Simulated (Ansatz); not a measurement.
# CoO (P3m1) in Ansatz: notebook, part 3 of 3

Ansatz 0.2.0.

## 5. Relaxation of cell and atoms, PBEsol, collinear spin, ferromagnetic start, target pressure 10 GPa, at which the enthalpy is minimised

File input.yaml:

```yaml
crystal:
  lattice:
    - [3.1976457435, 0.0, 0.0]
    - [-1.5988228718, 2.7692424462, 0.0]
    - [0.0, 0.0, 5.22870971]
  atoms:
    - { symbol: Co, position: [0.3333333333, 0.6666666667, 0.50336241], spin: 2.0 }
    - { symbol: Co, position: [0.0, 0.0, 0.00347414], spin: 2.0 }
    - { symbol: O, position: [0.3333333333, 0.6666666667, 0.8715556] }
    - { symbol: O, position: [0.0, 0.0, 0.37160885] }
hamiltonian:
  xc: pbesol
  pseudopotentials: { kind: paw }
magnetization:
  spin_polarized: true
kpoints:
  mp_grid: { grid: [10, 10, 5] }
scf:
  occupations: { method: fermi_dirac, width: 0.05 }
output:
  forces: true
  stress: true
  eigenvalues: true
relax:
  f_tol: 0.01
  max_steps: 40
  cell: { stress_tol: 0.05, p_target: 10.0 }
```

Potentials or basis: Ansatz PAW.

Command:

```
ansatz run input.yaml --threads 2 --pin off --max-ram 5632MiB --backend cpu --events-out ev --progress --plain --runs-dir out
```

The log of the run:

```text
Warning: RAYON_NUM_THREADS=2 ignored (pool sized by the plan → 2); use --threads N
Engine: ansatz 0.2.0, x86_64-unknown-linux-gnu
Pseudopotentials: kind: paw
Pseudopotential: Co, paw, valence charge 17, recommended cutoff 420 eV (normal), Co.paw.azcp
Pseudopotential: O, paw, valence charge 6, recommended cutoff 420 eV (normal), O.paw.azcp
Functional definition: PBEsol
  exchange = pbesol_x
  correlation = pbesol_c
Crystal: 4 atoms, lattice volume = 46.301 Å³
Basis set: ecut = 420 eV, 917 PW (Γ), exchange–correlation on 48×48×72 points (8 copies of the dense FFT grid, shifted against one another)
Bands: 30, of which v1, the nominal top of the filled ones, is band 23 counted from 1 (22 counted from 0)
Symmetry: 6 space group operations
Space group: P3m1 (ITA 156), of the structure as read, at distance tolerance 3.6e-5 Å
Magnetic group: BNS 156.49 (UNI 1279), of the structure as read, at distance tolerance 3.6e-5 Å
k-points: 58 of 500 (time reversal used)
Non-local potential: Co, projectors of the file, l = 0: 3, l = 1: 2, l = 2: 3, l = 3: 1
Non-local potential: O, projectors of the file, l = 0: 2, l = 1: 2, l = 2: 1
PAW form: soft (Blöchl's): semilocal exchange-correlation on the pseudo side does not see the compensation charge
PAW frozen core: Co, regenerated for the run's functional, and the local potential with it (the file was generated under x = pbe(κ = 0.804, μ = 0.2195149727645171), c = pbe(β = 0.06672455060314922))
PAW frozen core: O, regenerated for the run's functional, and the local potential with it (the file was generated under x = pbe(κ = 0.804, μ = 0.2195149727645171), c = pbe(β = 0.06672455060314922))
PAW one-centre angular grid: Co, 590 points (default); XC on 64 Gauss nodes
PAW one-centre angular grid: O, 110 points (default); XC on 64 Gauss nodes
Initial density: superposition of atomic densities (chi_scale 0.1, normalization cell, long waves kept (reshape's long-wave potential 0.00 eV rms))
Starting moments: Σ|m| = 4 μB on 2 of 4 sites
Initial wavefunctions: pseudopotential atomic-orbital guess
Functional: x = pbesol(κ = 0.804, μ = 0.12345679012345678), c = pbesol(β = 0.046)
SCF iter   1: F=—  HF=-11302.902916 eV  |F-HF|=—  |Δ(HF+E_count)|=         —  Δρ=1.03e-1 (↑1.03e-1 ↓7.95e-2)  dr2=1.03e1  dr2_m=4.94e-1  M=4.513 μB ∫|m|=4.513 μB  β_m=0.30  ethr=3.10e-3  ⟨swp⟩=5.7  Hψ=12653  notcnv=0
Mixer restart at iter 1: flushing history
[... 516 lines left out ...]
Harris-Foulkes:  -11305.277103 eV  (|F-HF|=1.46e-11)
Internal energy: -11305.252896 eV  (E = F + TS)
E sigma→0 (E₀):  -11305.265000 eV
Entropy (-TS):   -0.024207 eV (-6.052 meV/atom)
Fermi energy:    14.689900 eV
--- Per-component energies (eV) ---
  E_band       = -578.859031
  E_kinetic    = 1249.979754
  E_local      = -6882.398573  (includes V_loc(G=0)·N_el)
  E_nonlocal   = 1015.690252
  E_hartree    = 2836.053280
  E_xc         = -458.437772
  E_vxc        = -592.506568  (∫ρ·V_xc dr)
  E_paw        = -3268.844992  (= ΣΔE_a)
  E_vpaw       = -1041.735655  (= ΣTr[D̂ρ^β])
  E_aug_tail   = 0.004825  (compensation charges beyond the density's cutoff)
  E_ewald      = -5797.747083
  E_core_change = 0.447414  (= ΣΔE_core)
  E_smearing   = -0.024207  (= −TS)
  E_closure    = -0.000000  (closes the sum)
  Σ components = -11305.277103   (vs F -11305.277103, Δ=0.00e0)
--- Forces (eV/Å), atoms counted from 1 ---
  atom   1  Co     0.00000000     0.00000000     0.00054310
  atom   2  Co     0.00000000    -0.00000000     0.00032337
  atom   3  O      0.00000000     0.00000000    -0.00051311
  atom   4  O     -0.00000000    -0.00000000    -0.00033858
  max |Σ_I F_I| component: 1.48e-5 eV/Å
--- Stress (GPa, compression-positive) ---
       10.001827       0.000000      -0.000000
        0.000000      10.001827       0.000000
       -0.000000       0.000000      10.002214
  P = ⅓ Tr σ = 10.0020 GPa (100.020 kbar)
--- Band table (eV; the first three rows and the last of 116) ---
  k-point 0 ↑: bands = ["-81.5664", "-79.2984", "-45.0612", "-44.8567", "-44.8567", "-42.8152", "-42.6589", "-42.6589", "-6.1052", "-5.3622", "5.9525", "7.5072", "9.9796", "9.9796", "11.0049", "11.0049", "11.7655", "12.4903", "12.4903", "13.2863", "13.8485", "13.8485", "14.5365", "14.5365", "16.3604", "16.3604", "17.6529", "21.3576", "23.9129", "28.2816"]
  k-point 1 ↑: bands = ["-81.5664", "-79.2984", "-45.0611", "-44.8567", "-44.8567", "-42.8152", "-42.6589", "-42.6589", "-6.0440", "-5.4349", "6.0947", "7.3578", "10.0035", "10.0035", "10.9656", "10.9656", "11.8080", "12.4788", "12.4788", "13.2495", "13.8180", "13.8180", "14.6721", "14.6721", "16.2791", "16.2791", "17.8763", "20.7204", "24.5497", "27.7988"]
  k-point 2 ↑: bands = ["-81.5664", "-79.2984", "-45.0611", "-44.8567", "-44.8567", "-42.8153", "-42.6589", "-42.6589", "-5.8905", "-5.6070", "6.4562", "6.9835", "10.0449", "10.0449", "10.8971", "10.8971", "11.8907", "12.4623", "12.4623", "13.1704", "13.7819", "13.7819", "14.9029", "14.9029", "16.1181", "16.1181", "18.5074", "19.6380", "25.6811", "26.8163"]
  k-point 57 ↓: bands = ["-81.5466", "-79.2771", "-45.0383", "-44.9679", "-44.9406", "-42.7893", "-42.7816", "-42.7513", "-4.3468", "-4.1437", "7.4672", "7.7007", "7.9482", "8.1789", "9.1314", "9.1929", "11.6740", "12.2793", "12.9616", "13.3869", "14.1056", "14.1713", "14.2248", "15.4885", "15.9227", "16.4346", "22.3272", "22.8910", "24.6222", "24.9148"]
--- Relaxed structure (20 steps of the walk, 17 accepted, 3 SCFs on fresh bases) ---
  F+E_penalty+E_count = -11305.27710294 eV   max|allowed force component| = 5.394e-4 eV/Å   (the final SCF, on the basis selected at the relaxed cell)
  cell:  # Å, volume = 35.6664 Å³
    - [2.6293857559358726, 2.373749853154297e-11, 2.2747925172215556e-18]
    - [-1.3146928779884937, 2.2771148609775467, -4.549585034585248e-18]
    - [3.719683378729535e-18, -6.442680600163079e-18, 5.956890540215208]
  atoms:
    - { symbol: Co, position: [0.3333333333333334, 0.6666666666666667, 0.5353554195680853] }
    - { symbol: Co, position: [4.0224663553368054e-29, -2.5826259850255838e-17, 0.035356477510783635] }
    - { symbol: O, position: [0.3333333333333334, 0.6666666666666667, 0.839645138107559] }
    - { symbol: O, position: [-4.0332739203335815e-29, -2.968988663995882e-17, 0.33964396481357223] }
```

It took 15 min on 2 threads of Intel Xeon at 2.50GHz (Skylake/Cascade Lake), shared host; peak memory 0.72 GiB.

Results:

- Free energy: -11305.2771 eV
- Relaxed volume: 8.92 Å³/atom
- Relaxed cell: a = 2.629 Å, b = 2.629 Å, c = 5.957 Å, α = 90.00°, β = 90.00°, γ = 120.00°
- Space group after relaxing (to 0.05 Å): P6_3mc (No. 186)
- Energy change on relaxing (the enthalpy is what falls): -67.9 meV/atom
- Ionic steps: 20
- Pressure after relaxing: 10.0 GPa
- Band gap on the k mesh: none (metal or under the smearing width)
- Net moment: 0.00 μB per cell
- Absolute moment: 4.11 μB per cell
- Site moments: Co -1.76, +1.76; O +0.10, -0.10 μB

The path:
| step | energy change (eV) | largest force (eV/Å) | volume (Å³) |
| --- | --- | --- | --- |
| 1 | 0.0000 | 0.1014 | 46.30 |
| 2 | -0.1371 | 0.0597 | 43.29 |
| 3 | -0.0458 | 0.0577 | 39.25 |
| 4 | -0.0826 | 0.1058 | 39.80 |
| 5 | -0.0843 | 0.1142 | 39.77 |
| 6 | -0.1108 | 0.1140 | 39.41 |
| 7 | -0.1879 | 0.7195 | 38.21 |
| 8 | -0.2198 | 0.8439 | 36.05 |
| 9 | -0.2464 | 0.2252 | 35.91 |
| 10 | -0.2451 | 0.0097 | 35.83 |
| 11 | -0.2391 | 0.0592 | 35.72 |
| 12 | -0.2395 | 0.0081 | 35.72 |
| 13 | -0.2377 | 0.0020 | 35.69 |
| 14 | -0.2687 | 0.0306 | 35.69 |
| 15 | -0.2709 | 0.0058 | 35.65 |
| 16 | -0.2724 | 0.0018 | 35.68 |
| 17 | -0.2721 | 0.0003 | 35.67 |
| 18 | -0.2720 | 0.0004 | 35.67 |
| 19 | -0.2716 | 0.0006 | 35.67 |
| 20 | -0.2716 | 0.0005 | 35.67 |

Final structure:
```cif
data_structure
_symmetry_space_group_name_H-M 'P 1'
_symmetry_Int_Tables_number 1
_cell_length_a 2.6294
_cell_length_b 2.6294
_cell_length_c 5.9569
_cell_angle_alpha 90.000
_cell_angle_beta 90.000
_cell_angle_gamma 120.000
_cell_volume 35.67
loop_
_atom_site_label
_atom_site_type_symbol
_atom_site_fract_x
_atom_site_fract_y
_atom_site_fract_z
_atom_site_occupancy
Co1 Co 0.33333 0.66667 0.53536 1
Co2 Co 0.00000 0.00000 0.03536 1
O1 O 0.33333 0.66667 0.83965 1
O2 O 0.00000 0.00000 0.33964 1
```

Caveat: the volume moved by over 15 % at a fixed basis, so the end points are rough; the plane-wave basis is chosen anew once the cell has moved, so the energies of steps on either side of that aren't comparable; the pressure holds a Pulay correction of +0.9 GPa for the finite cutoff; semilocal functionals often make such compounds metallic where correlation or magnetic order opens a gap, which also shifts bond lengths; the PAW data sets come from PBE, with cores solved anew for the run's functional, which leaves a small shift of forces and pressure; the starting moments weren't kept. With open d or f shells a metallic result of PBEsol can be an artefact of self-interaction; +U or a hybrid may open a gap.

## 6. Summary

| cell | target pressure (GPa) | gap on the mesh (eV) | pressure (GPa) | moment (μB) |
| --- | --- | --- | --- | --- |
| relaxed | 0 | none | 0.0 | 0.00 |
| relaxed to 2 GPa | 2 | none | 2.0 | 0.00 |
| relaxed to 5 GPa | 5 | none | 5.0 | 0.00 |
| relaxed to 10 GPa | 10 | none | 10.0 | 0.00 |

Alike in all rows: task relaxation of cell and atoms; level PBEsol; potentials or basis Ansatz PAW; spin collinear, ferromagnetic start; k mesh 10 × 10 × 5; cutoff (eV) 420; smearing fermi-dirac 0.05 eV.

Caveats: the plane-wave basis is chosen anew once the cell has moved, so the energies of steps on either side of that aren't comparable; semilocal functionals often make such compounds metallic where correlation or magnetic order opens a gap, which also shifts bond lengths; the PAW data sets come from PBE, with cores solved anew for the run's functional, which leaves a small shift of forces and pressure; the starting moments weren't kept; the volume moved by over 15 % at a fixed basis, so the end points are rough (some runs).

Total energies depend on the potentials used, so only differences within one code and one set of settings carry meaning.
